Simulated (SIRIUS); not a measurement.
**Hf: energy against volume and a worked fit**

```
Hf
1.0
     2.91381    0.00000    0.00000
     0.00000    2.91381    0.00000
     0.00000    0.00000    2.91381
Hf
1
Direct
  0.50000 0.50000 0.50000
```

This isn't the form of Hf at room conditions, which is hcp.

The cell was scaled at fixed shape and fractions and run with SIRIUS, all-electron FP-LAPW, apw+lo standard; revPBE, k mesh 9 × 9 × 9 on the cell of 1 atom, fermi-dirac occupations of 0.05 eV, no spin polarisation, no spin-orbit coupling. Energies are those that the program minimises, any entropy of the smearing included. For a metal such a mesh isn't converged to the digits shown.

| V (Å³/atom) | energy over the lowest row (meV/atom) |
| --- | --- |
| 23.2547 | 42.49 |
| 23.7495 | 24.14 |
| 24.2443 | ? |
| 24.7391 | 2.89 |
| 25.2339 | 0.00 |
| 25.7287 | 1.88 |
| 26.2234 | 7.11 |

Task: Fit the third-order Birch-Murnaghan form, give V0, B0 and B′, and predict the energy left open.

Result: With y = (V0/V)^(2/3), E = E0 + (9 V0 B0/16) [(y - 1)³ B′ + (y - 1)² (6 - 4y)]. Least squares through the rows shown give V0 = 25.3115 Å³/atom, E0 = 0.03 meV, B0 = 73.51 GPa (1 eV/Å³ = 160.218 GPa) and B′ = 2.75, with a largest miss of 0.30 meV, so B0 and B′ are loose. At V = 24.2443 the form with these constants gives 10.92 meV; the run gave 10.79 meV an atom.
